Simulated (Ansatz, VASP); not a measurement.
# Cross-check of Al2O3 (Corundum) between VASP and Ansatz, part 2 of 3

Aim: how closely do two programs agree when they are given the same cell, functional and k mesh? The cell is taken from a series of runs on this material, whose earlier steps may have relaxed, scaled, displaced or heated it; both programs get it as it stands.

VASP 6.6.1 and Ansatz 0.2.0.

So far: The structure; VASP: zone-centre phonons, LDA.

## Step 2: VASP: zone-centre phonons, LDA (continued)

Level of this step: LDA; plane waves and PAW (Al, O) (VASP).

Parts of OUTCAR (step 2):

```text
ion  position               nearest neighbor table
   1  0.352  0.352  0.352-  10 1.86   8 1.86   9 1.86   5 1.97   7 1.97   6 1.97   2 2.65   3 2.79
                             3 2.79   3 2.79   2 3.22   2 3.22   2 3.22
   2  0.148  0.148  0.148-   9 1.86   8 1.86  10 1.86   5 1.97   7 1.97   6 1.97   1 2.65   4 2.79
                             4 2.79   4 2.79   1 3.22   1 3.22   1 3.22
   3  0.648  0.648  0.648-   7 1.86   5 1.86   6 1.86   8 1.97   9 1.97  10 1.97   4 2.65   1 2.79
                             1 2.79   1 2.79   4 3.22   4 3.22   4 3.22
   4  0.852  0.852  0.852-   6 1.86   5 1.86   7 1.86   8 1.97   9 1.97  10 1.97   3 2.65   2 2.79
                             2 2.79   2 2.79   3 3.22   3 3.22   3 3.22
   5  0.556  0.944  0.250-   3 1.86   4 1.86   1 1.97   2 1.97
   6  0.250  0.556  0.944-   4 1.86   3 1.86   1 1.97   2 1.97
   7  0.944  0.250  0.556-   3 1.86   4 1.86   1 1.97   2 1.97
   8  0.444  0.056  0.750-   1 1.86   2 1.86   3 1.97   4 1.97
   9  0.750  0.444  0.056-   2 1.86   1 1.86   3 1.97   4 1.97
  10  0.056  0.750  0.444-   1 1.86   2 1.86   3 1.97   4 1.97

  LATTYP: Found a trigonal (rhomboedric) cell.
 ALAT       =     5.1302233780
 COS(alpha) =     0.5694708126

 Subroutine GETGRP returns: Found 12 space group operations
 (whereof  6 operations were pure point group operations)

The static configuration has the point symmetry S_6 .
 The point group associated with its full space group is D_3d.

 Found     32 irreducible k-points:

   k-points           NKPTS =     32   k-points in BZ     NKDIM =     32   number of bands    NBANDS=     34

   dimension x,y,z NGX =    42 NGY =   42 NGZ =   42
   dimension x,y,z NGXF=    84 NGYF=   84 NGZF=   84

   ENCUT  =  600.0 eV  44.10 Ry    6.64 a.u.  10.25 10.25 10.25*2*pi/ulx,y,z

   NELECT =      48.0000    total number of electrons

 k-points in reciprocal lattice and weights: Automatic mesh
   0.00000000  0.00000000  0.00000000       0.005
   0.16666667  0.00000000  0.00000000       0.028
   0.33333333  0.00000000  0.00000000       0.028
   0.50000000  0.00000000  0.00000000       0.014
   0.16666667  0.16666667  0.00000000       0.028
   0.33333333  0.16666667  0.00000000       0.056
   0.50000000  0.16666667  0.00000000       0.056
  -0.33333333  0.16666667 -0.00000000       0.056
  -0.16666667  0.16666667  0.00000000       0.028
[...]
-0.33333333  0.50000000  0.33333333       0.028
   0.50000000  0.50000000  0.50000000       0.005

 average (electrostatic) potential at core
       1 -69.7066       2 -69.7066       3 -69.7066       4 -69.7066       5 -68.2344
       6 -68.2344       7 -68.2344       8 -68.2344       9 -68.2344      10 -68.2344

   2 f  =   21.959069 THz   137.972902 2PiTHz  732.475712 cm-1    90.815373 meV
             X         Y         Z           dx          dy          dz
      0.000000  0.000000  4.574935    -0.085940    0.070956    0.000000
      0.000000  0.000000  1.922866     0.085900    0.071003    0.000000
      0.000000  0.000000  8.420666     0.085940   -0.070956   -0.000000
      0.000000  0.000000 11.072735    -0.085900   -0.071003   -0.000000
     -0.925239  1.374238  7.580767     0.000051    0.411176   -0.336678
     -0.727506 -1.488399  7.580767     0.258231   -0.036291    0.168258
      1.652744  0.114161  7.580767    -0.258376   -0.036148    0.168420
      0.925239 -1.374238  5.414834    -0.000051   -0.411176    0.336678
      0.727506  1.488399  5.414834    -0.258231    0.036291   -0.168258
     -1.652744 -0.114161  5.414834     0.258376    0.036148   -0.168420

   3 f  =   21.959069 THz   137.972902 2PiTHz  732.475712 cm-1    90.815373 meV
             X         Y         Z           dx          dy          dz
      0.000000  0.000000  4.574935     0.070956    0.085940    0.000000
      0.000000  0.000000  1.922866     0.071003   -0.085900   -0.000000
      0.000000  0.000000  8.420666    -0.070956   -0.085940   -0.000000
      0.000000  0.000000 11.072735    -0.071003    0.085900    0.000000
     -0.925239  1.374238  7.580767    -0.185351    0.000114   -0.000093
     -0.727506 -1.488399  7.580767     0.262116    0.258294    0.291618
      1.652744  0.114161  7.580767     0.261973   -0.258314   -0.291525
      0.925239 -1.374238  5.414834     0.185351   -0.000114    0.000093
      0.727506  1.488399  5.414834    -0.262116   -0.258294   -0.291618
     -1.652744 -0.114161  5.414834    -0.261973    0.258314    0.291525

   4 f  =   20.304364 THz   127.576084 2PiTHz  677.280694 cm-1    83.972066 meV
             X         Y         Z           dx          dy          dz
      0.000000  0.000000  4.574935    -0.000000   -0.000000   -0.195214
      0.000000  0.000000  1.922866    -0.000000    0.000000    0.195214
      0.000000  0.000000  8.420666    -0.000000   -0.000000   -0.195214
      0.000000  0.000000 11.072735    -0.000000    0.000000    0.195214
     -0.925239  1.374238  7.580767     0.375847    0.000000   -0.000000
     -0.727506 -1.488399  7.580767    -0.187924    0.325493   -0.000000
      1.652744  0.114161  7.580767    -0.187924   -0.325493    0.000000
      0.925239 -1.374238  5.414834     0.375847    0.000000    0.000000
      0.727506  1.488399  5.414834    -0.187924    0.325493   -0.000000
     -1.652744 -0.114161  5.414834    -0.187924   -0.325493    0.000000

   5 f  =   18.831056 THz   118.319013 2PiTHz  628.136407 cm-1    77.878954 meV
             X         Y         Z           dx          dy          dz
      0.000000  0.000000  4.574935    -0.000000   -0.000000    0.086742
      0.000000  0.000000  1.922866    -0.000000    0.000000   -0.086742
      0.000000  0.000000  8.420666     0.000000    0.000000   -0.086742
      0.000000  0.000000 11.072735     0.000000   -0.000000    0.086742
     -0.925239  1.374238  7.580767     0.402058    0.000000    0.000000
     -0.727506 -1.488399  7.580767    -0.201029    0.348192   -0.000000
      1.652744  0.114161  7.580767    -0.201029   -0.348192    0.000000
      0.925239 -1.374238  5.414834    -0.402058    0.000000   -0.000000
      0.727506  1.488399  5.414834     0.201029   -0.348192    0.000000
     -1.652744 -0.114161  5.414834     0.201029    0.348192   -0.000000

   6 f  =   18.523429 THz   116.386134 2PiTHz  617.875068 cm-1    76.606711 meV
             X         Y         Z           dx          dy          dz
      0.000000  0.000000  4.574935     0.101261   -0.095787    0.000000
      0.000000  0.000000  1.922866    -0.101033   -0.096027    0.000000
      0.000000  0.000000  8.420666     0.101261   -0.095787    0.000000
      0.000000  0.000000 11.072735    -0.101033   -0.096027    0.000000
     -0.925239  1.374238  7.580767     0.000355    0.465213   -0.038987
     -0.727506 -1.488399  7.580767     0.330649   -0.108445    0.019453
      1.652744  0.114161  7.580767    -0.331300   -0.107658    0.019533
      0.925239 -1.374238  5.414834     0.000355    0.465213   -0.038987
      0.727506  1.488399  5.414834     0.330649   -0.108445    0.019453
     -1.652744 -0.114161  5.414834    -0.331300   -0.107658    0.019533

   7 f  =   18.523429 THz   116.386134 2PiTHz  617.875068 cm-1    76.606711 meV
             X         Y         Z           dx          dy          dz
      0.000000  0.000000  4.574935     0.095787    0.101261   -0.000000
      0.000000  0.000000  1.922866     0.096027   -0.101033    0.000000
      0.000000  0.000000  8.420666     0.095787    0.101261   -0.000000
      0.000000  0.000000 11.072735     0.096027   -0.101033    0.000000
     -0.925239  1.374238  7.580767     0.299140   -0.000553    0.000046
     -0.727506 -1.488399  7.580767    -0.274518   -0.330846   -0.033787
      1.652744  0.114161  7.580767    -0.273732    0.331103    0.033740
      0.925239 -1.374238  5.414834     0.299140   -0.000553    0.000046
      0.727506  1.488399  5.414834    -0.274518   -0.330846   -0.033787
     -1.652744 -0.114161  5.414834    -0.273732    0.331103    0.033740

   8 f  =   17.692929 THz   111.167949 2PiTHz  590.172574 cm-1    73.172040 meV
             X         Y         Z           dx          dy          dz
      0.000000  0.000000  4.574935    -0.000000   -0.000000   -0.460317
      0.000000  0.000000  1.922866    -0.000000    0.000000    0.460317
      0.000000  0.000000  8.420666    -0.000000   -0.000000   -0.460317
      0.000000  0.000000 11.072735    -0.000000    0.000000    0.460317
     -0.925239  1.374238  7.580767    -0.159391    0.000000    0.000000
     -0.727506 -1.488399  7.580767     0.079696   -0.138037    0.000000
      1.652744  0.114161  7.580767     0.079696    0.138037   -0.000000
      0.925239 -1.374238  5.414834    -0.159391    0.000000    0.000000
      0.727506  1.488399  5.414834     0.079696   -0.138037    0.000000
     -1.652744 -0.114161  5.414834     0.079696    0.138037   -0.000000

   9 f  =   17.104403 THz   107.470136 2PiTHz  570.541485 cm-1    70.738097 meV
             X         Y         Z           dx          dy          dz
      0.000000  0.000000  4.574935    -0.000000    0.000000    0.178212
      0.000000  0.000000  1.922866     0.000000    0.000000    0.178212
      0.000000  0.000000  8.420666    -0.000000    0.000000    0.178212
      0.000000  0.000000 11.072735     0.000000    0.000000    0.178212
     -0.925239  1.374238  7.580767    -0.000000    0.348866   -0.154228
     -0.727506 -1.488399  7.580767    -0.302127   -0.174433   -0.154228
      1.652744  0.114161  7.580767     0.302127   -0.174433   -0.154228
      0.925239 -1.374238  5.414834    -0.000000    0.348866   -0.154228
      0.727506  1.488399  5.414834    -0.302127   -0.174433   -0.154228
     -1.652744 -0.114161  5.414834     0.302127   -0.174433   -0.154228
    [... 271 further lines ...]
      0.727506  1.488399  5.414834     0.000009    0.000005    0.280147
     -1.652744 -0.114161  5.414834    -0.000009    0.000005    0.280147

 MACROSCOPIC STATIC DIELECTRIC TENSOR IONIC CONTRIBUTION
 ------------------------------------------------------
           6.246844     0.000000     0.000000
           0.000000     6.246844     0.000000
           0.000000     0.000000     8.277772
 ------------------------------------------------------

 ELASTIC MODULI CONTR FROM IONIC RELAXATION (kBar)
 Direction    XX          YY          ZZ          XY          YZ          ZX
 --------------------------------------------------------------------------------
 XX        -368.2389    159.3326    134.4175      0.0000    121.7775      0.0000
 YY         159.3326   -368.2389    134.4175     -0.0000   -121.7775      0.0000
 ZZ         134.4175    134.4175   -198.6527      0.0000      0.0000     -0.0000
 XY           0.0000     -0.0000      0.0000   -263.7971     -0.0000    120.8962
 YZ         121.7775   -121.7775      0.0000     -0.0000   -140.7351      0.0000
 ZX           0.0000     -0.0000     -0.0000    120.8962      0.0000   -139.5083
 --------------------------------------------------------------------------------

 PIEZOELECTRIC TENSOR IONIC CONTR  for field in x, y, z        (C/m^2)
          XX          YY          ZZ          XY          YZ          ZX
  --------------------------------------------------------------------------------
  x     0.00000    -0.00000    -0.00000     0.00000    -0.00000     0.00000
  y    -0.00000     0.00000     0.00000     0.00000     0.00000    -0.00000
  z    -0.00000     0.00000     0.00000    -0.00000     0.00000    -0.00000
```

(Part 2 of 3 ends here.)

[Lines on the potential files, build, host, timing and source positions are cut from VASP's logs without a mark.]

[Logs are printed without paths, hosts, clocks, repeated set-up lines and the standing remarks that a program may print on its own settings, such as how far it seeks lower states.]

[Hosts, paths, dates, database ids (printed as entryN), source tags and the programs' standing remarks are cut or masked in the printed files.]
